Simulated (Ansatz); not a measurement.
A run of Ansatz 0.2.0 is set up as follows.

The input input.yaml:

```yaml
crystal:
  lattice:
    - [5.118, 0.0, 0.0]
    - [0.0, 5.1857, 0.0]
    - [-0.8586630598, 0.0, 5.2138671406]
  atoms:
    - { symbol: Hf, position: [0.2755, 0.4603, 0.708] }
    - { symbol: Hf, position: [0.7245, 0.9603, 0.792] }
    - { symbol: Hf, position: [0.7245, 0.5397, 0.292] }
    - { symbol: Hf, position: [0.2755, 0.0397, 0.208] }
    - { symbol: O, position: [0.0742, 0.1684, 0.8467] }
    - { symbol: O, position: [0.9258, 0.6684, 0.6533] }
    - { symbol: O, position: [0.9258, 0.8316, 0.1533] }
    - { symbol: O, position: [0.0742, 0.3316, 0.3467] }
    - { symbol: O, position: [0.4487, 0.7419, 0.9801] }
    - { symbol: O, position: [0.5513, 0.2419, 0.5199] }
    - { symbol: O, position: [0.5513, 0.2581, 0.0199] }
    - { symbol: O, position: [0.4487, 0.7581, 0.4801] }
hamiltonian:
  xc: r2scan
  pseudopotentials: { kind: paw }
  dispersion: d4
kpoints:
  mp_grid: { grid: [5, 5, 5] }
scf:
  occupations: { method: fermi_dirac, width: 0.05 }
output:
  forces: true
  stress: true
  write_density: true
  write_potential: true
  elf: true
  volumetric_format: npy
relax:
  f_tol: 0.01
  max_steps: 40
  cell: { stress_tol: 0.05 }
```

Potentials or basis: Ansatz PAW.

Launch:

```sh
$ ansatz run input.yaml --threads 2 --pin off --max-ram 5120MiB --backend cpu --events-out ev --progress --plain --runs-dir out
```

**Question.** Estimate the relaxed cell.

**Answer.** a = 5.102 Å, b = 5.178 Å, c = 5.279 Å, α = 90.00°, β = 99.40°, γ = 90.00°.

**Question.** Estimate the space group after relaxing (to 0.05 Å).

**Answer.** P2_1/c (No. 14).

The path:
| step | energy change (eV) | largest force (eV/Å) | volume (Å³) |
| --- | --- | --- | --- |
| 1 | 0.0000 | 0.4587 | 138.38 |
| 2 | -0.0027 | 0.2554 | 137.50 |
| 3 | -0.0268 | 0.0729 | 137.72 |
| 4 | -0.0283 | 0.0820 | 137.74 |
| 5 | -0.0290 | 0.0184 | 137.62 |
| 6 | -0.0291 | 0.0018 | 137.62 |
| 7 | -0.0287 | 0.0018 | 137.62 |

Caveat: the plane-wave basis is chosen anew once the cell has moved, so the energies of steps on either side of that aren't comparable; the PAW data sets come from PBE, with cores solved anew for the run's functional, which leaves a small shift of forces and pressure.
